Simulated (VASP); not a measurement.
# V: convergence, energy at fixed spin moment

V, P6_3/mmc (no. 194), 2 atoms in the cell. PBE, fixed spin moment; PAW potentials V_sv (PBE set). VASP 6.6.1.

Wanted: energies at fixed moments within 2 meV/atom; moment left free within 0.06 muB per cell.

POSCAR:
```
V
1.0
    2.6042941027      0.0000000000      0.0000000000
   -1.3021470513      2.2553848518      0.0000000000
    0.0000000000      0.0000000000      4.7233360000
V
2
Direct
    0.3333333333      0.6666666667      0.2500000000
    0.6666666667      0.3333333333      0.7500000000
```

The series start from Electronic algorithm: Normal; Cutoff (eV): 400; Smearing: MP 0.1; k-point spacing (1/Å): 0.24. Each series keeps the choices made before it, and each single choice may use up half of a tolerance. Times cover all steps of a run.

## Electronic algorithm

| Electronic algorithm | Energies at fixed moments, largest deviation (meV/atom) | Moment left free (muB per cell) | Time (s) |
|---|---|---|---|
| Normal | 0.0 | 0.000 | 276 |
| Fast | 0.0 | 0.000 | 232 |

Chosen: Fast; it saves 44.0 s of 276, so Normal would do nearly as well.

## Cutoff (eV)

| Cutoff (eV) | Energies at fixed moments, largest deviation (meV/atom) | Moment left free (muB per cell) | Time (s) |
|---|---|---|---|
| 300 | 0.8 | 0.000 | 198 |
| 350 | 0.5 | 0.000 | 202 |
| 400 | 0.1 | 0.000 | 232 |
| 450 | 0.1 | 0.000 | 355 |
| 520 | 0.0 | 0.000 | 408 |
| 600 (reference) | 0.0 | 0.000 | 562 |

Chosen: 300, the loosest value from which every tighter one stays within half of the tolerance.

## Smearing

| Smearing | Energies at fixed moments, largest deviation (meV/atom) | Moment left free (muB per cell) | Time (s) |
|---|---|---|---|
| MP 0.2 | 3.1 | 0.000 | 238 |
| MP 0.1 | 3.6 | 0.000 | 198 |
| MP 0.05 | 3.2 | 0.000 | 219 |
| tetrahedron (reference) | 0.0 | 0.000 | 266 |

Chosen: tetrahedron; the one before it in the list is off by more than half of the tolerance.

## k-point spacing (1/Å)

| k-point spacing (1/Å) | Energies at fixed moments, largest deviation (meV/atom) | Moment left free (muB per cell) | Time (s) |
|---|---|---|---|
| 0.4 | 4.0 | 0.000 | 101 |
| 0.3 | 3.3 | 0.000 | 129 |
| 0.24 | 3.9 | 0.000 | 266 |
| 0.19 | 0.8 | 0.000 | 493 |
| 0.15 | 0.6 | 0.000 | 712 |
| 0.12 (reference) | 0.0 | 0.000 | 1457 |

Chosen: 0.19.

## All choices together

| Input | Energies at fixed moments, largest deviation (meV/atom) | Moment left free (muB per cell) | Time (s) |
|---|---|---|---|
| default cutoff, precision and threshold on a coarse mesh (naive) | 18.8 | 0.013 | 24 |
| chosen settings | 1.3 | 0.000 | 493 |
| reference settings throughout | 0.0 | 0.000 | 2059 |

The tolerance is met.

Values of the reference run: Energies at fixed moments: 0, 14.62, 57.3, 150.1, 323.4, 546.4 meV/atom, against the smallest moment.

## The input

INCAR.step1:
```
SYSTEM = V
PREC = Accurate
ENCUT = 300
EDIFF = 1E-7
NELM = 200
ALGO = Fast
ISMEAR = -5
SIGMA = 0.05
LREAL = .FALSE.
LASPH = .TRUE.
LMAXMIX = 4
LORBIT = 11
LWAVE = .FALSE.
LCHARG = .FALSE.
GGA = PE
ISPIN = 2
ISIF = 2
NUPDOWN = 0.0
MAGMOM = 0 0
```

INCAR.step2, as INCAR.step1 but for:
```
- NUPDOWN = 0.0
- MAGMOM = 0 0
+ NUPDOWN = 0.8
+ MAGMOM = 0.4 0.4
```

INCAR.step3 to INCAR.step6 change the same tags again: MAGMOM = 0.8 0.8, 1.2 1.2, 1.6 1.6, 2 2; NUPDOWN = 1.6, 2.4, 3.2, 4.0.

INCAR.step7, as INCAR.step6 but for:
```
- NUPDOWN = 4.0
```

KPOINTS:
```
Automatic mesh
0
Gamma
  15 15 8
  0 0 0
```

Commands (each step's output is kept before the next begins):
```
cat potpaw_PBE.64/V_sv/POTCAR > POTCAR
cp INCAR.step1 INCAR
mpirun -np 4 vasp_std > vasp.out
rm WAVECAR CHG
cp INCAR.step2 INCAR
mpirun -np 4 vasp_std > vasp.out
rm WAVECAR CHG
cp INCAR.step3 INCAR
mpirun -np 4 vasp_std > vasp.out
rm WAVECAR CHG
cp INCAR.step4 INCAR
mpirun -np 4 vasp_std > vasp.out
rm WAVECAR CHG
cp INCAR.step5 INCAR
mpirun -np 4 vasp_std > vasp.out
rm WAVECAR CHG
cp INCAR.step6 INCAR
mpirun -np 4 vasp_std > vasp.out
rm WAVECAR CHG
cp INCAR.step7 INCAR
mpirun -np 4 vasp_std > vasp.out
```

The chosen input took VASP 6.6.1 493 s on 4 cores (AMD EPYC 7R43 (Zen 3)), a shared host.

## An input that fails: moment fixed beyond the electrons at hand

It ran out of time.

Changes against the starting input:
```
(step 2)
- NELM = 200
- NUPDOWN = 0.8
+ NELM = 50
+ NUPDOWN = 40
```
